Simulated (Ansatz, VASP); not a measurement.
# Cross-check of InSb between VASP and Ansatz, part 2 of 2

Aim: how closely do two programs agree when they are given the same cell, functional and k mesh? The cell is taken from a series of VASP runs on this material, whose earlier steps may have relaxed, scaled or displaced it; both programs get it as it stands.

VASP 6.6.1 and Ansatz 0.2.0.

So far: The structure; VASP: band structure, HSE06.

### 3. Ansatz: band structure, HSE06

Level of this step: Ansatz beside VASP: Kohn-Sham DFT, plane waves, HSE06 (Ansatz).

Ansatz runs on its default PAW (the set named soft_2) files.

The same cell, functional, mesh and smearing now go to Ansatz, which takes its cutoff from its data sets.

File input.yaml:

```yaml
crystal:
  lattice:
    - [0.0, 3.2391, 3.2391]
    - [3.2391, 0.0, 3.2391]
    - [3.2391, 3.2391, 0.0]
  atoms:
    - { symbol: Sb, position: [0.75, 0.75, 0.75] }
    - { symbol: In, position: [0.0, 0.0, 0.0] }
hamiltonian:
  xc: { exchange: pbe, correlation: pbe, exx: { coeff: 0.25, omega: 0.2 } }
  pseudopotentials: { kind: paw }
kpoints:
  mp_grid: { grid: [4, 4, 4] }
  band_path:
    path:
      - [0.0, 0.0, 0.0]
      - [0.5, 0.0, 0.5]
      - [0.5, 0.22222, 0.72222]
      - [0.40278, 0.34722, 0.75]
      - [0.125, 0.125, 0.25]
      - [0.27778, 0.27778, 0.27778]
      - [0.55556, 0.38889, 0.55556]
      - [0.58333, 0.25, 0.66667]
      - [0.5, 0.30556, 0.69444]
      - [0.48611, 0.48611, 0.52778]
      - [0.625, 0.25, 0.625]
      - [0.5, 0.0, 0.5]
    npoints: 1
scf:
  occupations: { method: gaussian, width: 0.03 }
  n_extra_bands: 7
output:
  forces: true
  stress: true
  eigenvalues: true
```

On the command line:

```console
> ansatz run input.yaml --threads 4 --pin off --max-ram 9216MiB --backend cpu --events-out ev --progress --plain --runs-dir out
```

Numbers of over 12 decimals in the logs are rounded to 6 here.

The log of the run:

```text
Warning: output.stress: scf.convergence.dr2_threshold = 1e-7 eV (the SCF's general default) is looser than the 2e-10 eV advised for a printed stress (1e-10 eV for each atom of the cell: 2). What an SCF threshold leaves in a stress goes as its square root, and in the free energy as the threshold itself, and one threshold admits the most on a small cell: [figures from the program's tests cut] Set scf.convergence.dr2_threshold to 2e-10 eV or tighter. The threshold is an SCF's pass mark: one that does not reach it within its budget of iterations ends unconverged, or closes short of it on a stop that the run arms, and scf.convergence.dr2_threshold's page says what that costs each kind of run
Warning: output.stress: scf.exx.energy_threshold = 1e-6 eV is looser than the 2e-8 eV advised for a stress under a hybrid functional (1e-8 eV for each atom of the cell: 2). Every SCF of the exchange loop can meet its threshold on dr2 while the loop round them stops early: no threshold on dr2 bounds what that leaves in the stress. Set scf.exx.energy_threshold to 2e-8 eV or tighter. The threshold is the loop's pass mark: a loop that does not reach it within its budget of cycles ends unconverged, and scf.exx.energy_threshold's page has the law
scf.n_extra_bands = 7 over 14 filled bands (N_el = 28.0): the run solves 21 bands
Engine: ansatz 0.2.0, aarch64-unknown-linux-gnu
Pseudopotentials: kind: paw
Pseudopotential: Sb, paw, valence charge 15, recommended cutoff 420 eV (normal), Sb.paw.azcp
Pseudopotential: In, paw, valence charge 13, recommended cutoff 420 eV (normal), In.paw.azcp
Functional definition: unnamed
  parameter a_1 = 0.25
  parameter omega_1 = 0.2/angstrom
  exchange = pbe_x + (-a_1)*pbe_x_sr(omega_1) + a_1*exact_x_sr(omega_1)
  correlation = pbe_c
Crystal: 2 atoms, lattice volume = 67.968 Å³
Basis set: ecut = 420 eV, 1363 PW (Γ), exchange–correlation on 64×64×64 points (8 copies of the dense FFT grid, shifted against one another)
Bands: 21, of which v1, the nominal top of the filled ones, is band 14 counted from 1 (13 counted from 0)
Symmetry: 24 space group operations
Space group: F-43m (ITA 216), of the structure as read, at distance tolerance 4.1e-5 Å
k-points: 8 of 64 (time reversal used)
Non-local potential: Sb, projectors of the file, l = 0: 2, l = 1: 2, l = 2: 2, l = 3: 2
Non-local potential: In, projectors of the file, l = 0: 2, l = 1: 2, l = 2: 2, l = 3: 2
PAW form: soft (Blöchl's): semilocal exchange-correlation on the pseudo side does not see the compensation charge
PAW frozen core: Sb, regenerated for the run's functional, and the local potential with it (the file was generated under x = pbe(κ = 0.804, μ = 0.219515), c = pbe(β = 0.066725))
PAW frozen core: In, regenerated for the run's functional, and the local potential with it (the file was generated under x = pbe(κ = 0.804, μ = 0.219515), c = pbe(β = 0.066725))
PAW one-centre angular grid: Sb, 590 points (default); XC on 64 Gauss nodes
PAW one-centre angular grid: In, 590 points (default); XC on 64 Gauss nodes
Initial density: superposition of atomic densities (neutral atoms: chi_scale 0, normalization atom), corrected by the library's trained network
Initial wavefunctions: pseudopotential atomic-orbital guess
Functional: x = pbe(κ = 0.804, μ = 0.219515), c = pbe(β = 0.066725), warm-up for x = pbe(κ = 0.804, μ = 0.219515) + 0.25 (exact − pbe) at short range (hse, ω = 0.2 Å⁻¹), c = pbe(β = 0.066725)
SCF iter   1: F=—  HF=-12082.391234 eV  |F-HF|=—  |Δ(HF+E_count)|=         —  Δρ=1.33e-3  dr2=2.04e-3  ethr=1.77e-3  ⟨swp⟩=12.6  Hψ=816  notcnv=0
preconditioner: auto → none  [insulator: Δε(μ)=0.521 eV  Ē_g=16.108 eV  σ=0.030 eV  W_gap=0.67  n_scr=14 (ndim 8)  ℏωp=19.1 eV  f_vac=0.112  D(μ)=1.61/eV (n_scr^D=14)]
iter 2 solved again at ethr=3.38e-7 eV; its pass at ethr=7.29e-6 eV (dr2=9.48e-5 eV) is discarded
SCF iter   2: F=—  HF=-12082.391546 eV  |F-HF|=—  |Δ(HF+E_count)|=   3.12e-4  Δρ=3.12e-4  dr2=9.74e-5  ethr=3.38e-7  ⟨swp⟩=3.4  Hψ=882  notcnv=0  defer=3
SCF iter   3: F=—  HF=-12082.391600 eV  |F-HF|=—  |Δ(HF+E_count)|=   5.44e-5  Δρ=1.46e-4  dr2=1.08e-5  ethr=3.38e-7  ⟨swp⟩=4.8  Hψ=389  notcnv=0  defer=1
SCF iter   4: F=—  HF=-12082.391671 eV  |F-HF|=—  |Δ(HF+E_count)|=   7.05e-5  Δρ=2.36e-5  dr2=3.44e-7  ethr=3.87e-8  ⟨swp⟩=3.4  Hψ=338  notcnv=0  defer=1
SCF iter   5: F=—  HF=-12082.391673 eV  |F-HF|=—  |Δ(HF+E_count)|=   2.65e-6  Δρ=4.83e-6  dr2=1.34e-8  ethr=1.23e-9  ⟨swp⟩=4.2  Hψ=372  notcnv=0  defer=1
SCF iter   6: F=-12082.391673 eV  HF=-12082.391673 eV  |F-HF|=8.06e-10  |Δ(HF+E_count)|=   8.34e-8  Δρ=9.40e-7  dr2=4.05e-10  ethr=4.78e-11  ⟨swp⟩=4.2  Hψ=419  notcnv=0  defer=1
SCF 1 converged in 6 iterations: F = -12082.391673 eV  dr2 = 4.05e-10
  greatest PAW one-centre occupation: 0.995 electrons in one spin orbital (limit 2), on the Sb atom at site 0 (counted from 0), in its partial waves of l = 2
Initial density: handed on by an earlier stage of this run
Initial wavefunctions: those handed on with the density
Functional: x = pbe(κ = 0.804, μ = 0.219515) + 0.25 (exact − pbe) at short range (hse, ω = 0.2 Å⁻¹), c = pbe(β = 0.066725)
Exchange kernel: α = 0.2500, screened, ω = 0.2000 Å⁻¹, Wigner–Seitz truncation, v(0) = 1120.6902 eV·Å³, q-mesh 4×4×4, nearest image of the exchange supercell L = 18.32 Å, pair-density grid 18×18×18, without the augmentation charges, whose exchange is taken in its separable form by FFT convolution over the k-point mesh (sized by the pseudopotential files, 25×25×25 at the most), smooth part of the exact exchange by density-matrix convolution
Frozen-core exchange: fock
iter 1 solved again at ethr=4.46e-5 eV; its pass at ethr=1.00e-1 eV (dr2=1.25e-2 eV) is discarded
SCF iter   1: F=—  HF=-12090.755635 eV  |F-HF|=—  |Δ(HF+E_count)|=         —  Δρ=5.71e-3  dr2=1.25e-2  ethr=4.46e-5  ⟨swp⟩=5.4  Hψ=941  notcnv=0
preconditioner: auto → none  [insulator: Δε(μ)=0.400 eV  Ē_g=18.083 eV  σ=0.030 eV  W_gap=1.00  n_scr=14 (ndim 8)  ℏωp=19.1 eV  f_vac=0.109  D(μ)=0.00/eV (n_scr^D=0)]
SCF iter   2: F=—  HF=-12090.753389 eV  |F-HF|=—  |Δ(HF+E_count)|=   2.25e-3  Δρ=2.09e-3  dr2=2.46e-3  ethr=4.05e-5  ⟨swp⟩=2.0  Hψ=329  notcnv=0
SCF iter   3: F=—  HF=-12090.753353 eV  |F-HF|=—  |Δ(HF+E_count)|=   3.64e-5  Δρ=4.03e-4  dr2=1.10e-3  ethr=4.92e-6  ⟨swp⟩=2.0  Hψ=280  notcnv=0
SCF iter   4: F=—  HF=-12090.762905 eV  |F-HF|=—  |Δ(HF+E_count)|=   9.55e-3  Δρ=7.96e-4  dr2=2.48e-4  ethr=1.69e-7  ⟨swp⟩=5.0  Hψ=593  notcnv=0
SCF iter   5: F=—  HF=-12090.762849 eV  |F-HF|=—  |Δ(HF+E_count)|=   5.58e-5  Δρ=3.71e-5  dr2=1.76e-5  ethr=1.69e-7  ⟨swp⟩=3.0  Hψ=348  notcnv=0
SCF iter   6: F=-12090.762979 eV  HF=-12090.762981 eV  |F-HF|=2.03e-6  |Δ(HF+E_count)|=   1.32e-4  Δρ=9.30e-5  dr2=4.82e-6  ethr=1.43e-9  ⟨swp⟩=5.2  Hψ=653  notcnv=0
SCF 2 stopped early in 6 iterations: F = -12090.762979 eV  dr2 = 4.82e-6
hybrid outer 1: dexx = +1.067e-2 eV, tail = 4.29e-5 eV
Exchange kernel: α = 0.2500, screened, ω = 0.2000 Å⁻¹, Wigner–Seitz truncation, v(0) = 1120.6902 eV·Å³, q-mesh 4×4×4, nearest image of the exchange supercell L = 18.32 Å, pair-density grid 18×18×18, without the augmentation charges, whose exchange is taken in its separable form by FFT convolution over the k-point mesh (sized by the pseudopotential files, 25×25×25 at the most), smooth part of the exact exchange by density-matrix convolution
Frozen-core exchange: fock
SCF iter   1: F=—  HF=-12090.762832 eV  |F-HF|=—  |Δ(HF+E_count)|=         —  Δρ=2.77e-5  dr2=1.11e-6  ethr=7.66e-7  ⟨swp⟩=4.6  Hψ=362  notcnv=0
preconditioner: auto → none  [insulator: Δε(μ)=0.557 eV  Ē_g=18.072 eV  σ=0.030 eV  W_gap=1.00  n_scr=14 (ndim 8)  ℏωp=19.1 eV  f_vac=0.107  D(μ)=0.00/eV (n_scr^D=0)]
SCF iter   2: F=—  HF=-12090.762833 eV  |F-HF|=—  |Δ(HF+E_count)|=   4.92e-7  Δρ=1.22e-5  dr2=8.19e-7  ethr=1.27e-9  ⟨swp⟩=4.1  Hψ=468  notcnv=0
SCF iter   3: F=—  HF=-12090.762849 eV  |F-HF|=—  |Δ(HF+E_count)|=   1.61e-5  Δρ=1.53e-5  dr2=3.13e-7  ethr=2.11e-10  ⟨swp⟩=4.4  Hψ=544  notcnv=0  defer=2
SCF iter   4: F=—  HF=-12090.762849 eV  |F-HF|=—  |Δ(HF+E_count)|=   1.15e-7  Δρ=8.35e-6  dr2=2.61e-8  ethr=2.11e-10  ⟨swp⟩=4.0  Hψ=378  notcnv=0
SCF iter   5: F=-12090.762849 eV  HF=-12090.762849 eV  |F-HF|=2.74e-9  |Δ(HF+E_count)|=   9.00e-9  Δρ=2.15e-6  dr2=7.00e-9  ethr=8.08e-11  ⟨swp⟩=3.1  Hψ=352  notcnv=0
SCF 3 converged in 5 iterations: F = -12090.762849 eV  dr2 = 7.00e-9
  Residual-converged pass: ⟨swp⟩=3.0  Hψ=348  notcnv=0  max |occ|·‖R‖ = 2.3e-6 eV (tolerance 2.4e-6 eV)  dr2=7.07e-9  dr2_onsite=4.34e-10  max |Δocc| = 8.0e-48
hybrid outer 2: dexx = +4.091e-7 eV, tail = 1.96e-8 eV, Δε = 3.03e-3 eV (about 1.27e-4 eV left of the loop's levels)
NSCF: frozen V_eff on 12 k-points
hybrid SCF converged: 2 outer / 11 inner (+6 warm-up), last move |dexx| = 4.09e-7 eV, tail = 1.96e-8 eV
Stability not checked: this state was not tested for a lower state beside it, because the functional holds exact exchange (a hybrid, or Hartree-Fock), whose exchange loop this test does not read (fock_operator; see scf.lower_state_search)
Free energy (F): -12090.762849 eV
Frozen-core exchange: fock
Harris-Foulkes:  -12090.762849 eV  (|F-HF|=2.74e-9)
Internal energy: -12090.762849 eV  (E = F + TS)
E sigma→0 (E₀):  -12090.762849 eV
Fermi energy:    7.330585 eV
--- Per-component energies (eV) ---
  E_band       = -313.296859
  E_kinetic    = 451.199493
  E_local      = -3202.838783  (includes V_loc(G=0)·N_el)
  E_nonlocal   = 730.225173
  E_hartree    = 1381.676485
  E_xc         = -281.435004
  E_vxc        = -156.470050  (∫ρ·V_xc dr)
  E_exx        = -73.464753  (= α·E_x^exact, valence–valence)
  E_paw        = -8741.411727  (= ΣΔE_a)
  E_vpaw       = -751.835919  (= ΣTr[D̂ρ^β])
  E_aug_tail   = 0.000025  (compensation charges beyond the density's cutoff)
  E_ewald      = -2355.252583
  E_core_change = 0.538825  (= ΣΔE_core)
  E_smearing   = -0.000000  (= −TS)
  E_closure    = 0.000000  (closes the sum)
  Σ components = -12090.762849   (vs F -12090.762849, Δ=0.00e0)
--- Forces (eV/Å), atoms counted from 1 ---
  atom   1  Sb     0.00000000    -0.00000000    -0.00000000
  atom   2  In    -0.00000000     0.00000000     0.00000000
  max |Σ_I F_I| component: 5.55e-17 eV/Å
--- Stress (GPa, compression-positive) ---
        1.645434       0.000000      -0.000000
        0.000000       1.645434       0.000000
       -0.000000       0.000000       1.645434
  P = ⅓ Tr σ = 1.6454 GPa (16.454 kbar)
--- Band table (eV; the first three rows and the last of 8) ---
  k-point 0: bands = [... 10 lower, -4.7196, 7.0513, 7.0513, 7.0513, 7.6080, 10.6700, 10.6700, 10.6700, ... 3 higher]
  k-point 1: bands = [... 10 lower, -4.1196, 3.2381, 6.4127, 6.4127, 8.5745, 11.4574, 11.4574, 12.5951, ... 3 higher]
  k-point 2: bands = [... 10 lower, -3.1883, 0.9509, 5.9605, 5.9605, 8.2213, 11.5581, 11.5581, 13.9029, ... 3 higher]
  k-point 7: bands = [... 10 lower, -2.4566, 0.7646, 3.9546, 4.1098, 11.3765, 11.6825, 12.0964, 12.6976, ... 3 higher]
```

Wall time 22 s (4 threads of Arm Neoverse V2, shared host); peak memory 0.88 GiB.

The column dr2 measures how far the density is from self-consistency, as an energy; F and HF (Harris–Foulkes) agree once it is small.

### 4. Side by side

Known differences besides the potentials themselves: exact exchange at q = 0 is treated differently, which shows on coarse meshes; VASP keeps PBE cores, Ansatz makes them for the functional; the data sets hold 28 valence electrons in Ansatz (default PAW (the set named soft_2) files) and 18 in VASP; the cutoff is 420 eV in Ansatz and 350 eV in VASP; VASP takes a coarser grid for exact exchange (PRECFOCK = Fast). Total energies have different zeros and are not compared.

Both answers:

```tsv
quantity	Ansatz	VASP	difference
gap over the path points (eV)	0.557	0.581	-0.024
```

Levels at points of the path, from each program's valence-band top (eV; 3 filled, then empty):

```tsv
k (reciprocal lattice)	Ansatz	VASP
0.000 0.000 0.000	0.00 0.00 0.00 0.56 3.62 3.62	0.00 0.00 0.00 0.58 3.66 3.66
0.500 0.000 0.500	-6.42 -2.46 -2.46 1.88 1.91 9.29	-6.40 -2.45 -2.45 1.93 1.95 9.31
0.500 0.222 0.722	-6.29 -3.08 -2.93 4.15 4.28 5.43	-6.27 -3.06 -2.91 4.18 4.31 5.46
0.403 0.347 0.750	-6.26 -3.36 -2.18 2.38 4.45 6.91	-6.24 -3.34 -2.17 2.42 4.48 6.94
0.125 0.125 0.250	-2.91 -1.20 -0.28 2.21 3.93 4.04	-2.90 -1.19 -0.28 2.23 3.97 4.08
0.278 0.278 0.278	-4.22 -0.73 -0.73 1.46 4.47 4.47	-4.20 -0.72 -0.72 1.50 4.50 4.50
0.556 0.389 0.556	-6.05 -2.47 -1.44 2.37 4.36 5.33	-6.03 -2.45 -1.43 2.40 4.39 5.36
0.583 0.250 0.667	-6.26 -3.33 -2.29 2.58 4.46 6.61	-6.24 -3.32 -2.27 2.63 4.50 6.64
0.500 0.306 0.694	-6.19 -3.27 -2.49 3.81 4.45 5.41	-6.17 -3.25 -2.48 3.84 4.49 5.44
0.486 0.486 0.528	-6.09 -1.24 -1.12 1.33 4.45 4.56	-6.07 -1.24 -1.11 1.36 4.49 4.60
```

Among the levels compared at these points, filled levels agree within 21 meV and empty ones within 48 meV.

### 5. Outcome

- difference in gap over the path points (band structure, HSE06): -0.024 eV

**Reading.** The difference in gap over the path points is -0.024 eV (band structure, HSE06), within the 0.08 eV picked in this series as the mark of a large difference. How closely two codes agree says nothing of how well the functional describes the real material.

[Lines on the potential files, build, host, timing and source positions are cut from VASP's logs without a mark.]

[Logs are printed without paths, hosts, clocks, repeated set-up lines and the standing remarks that a program may print on its own settings, such as how far it seeks lower states.]

[Hosts, paths, dates, database ids (printed as entryN), source tags and the programs' standing remarks are cut or masked in the printed files.]
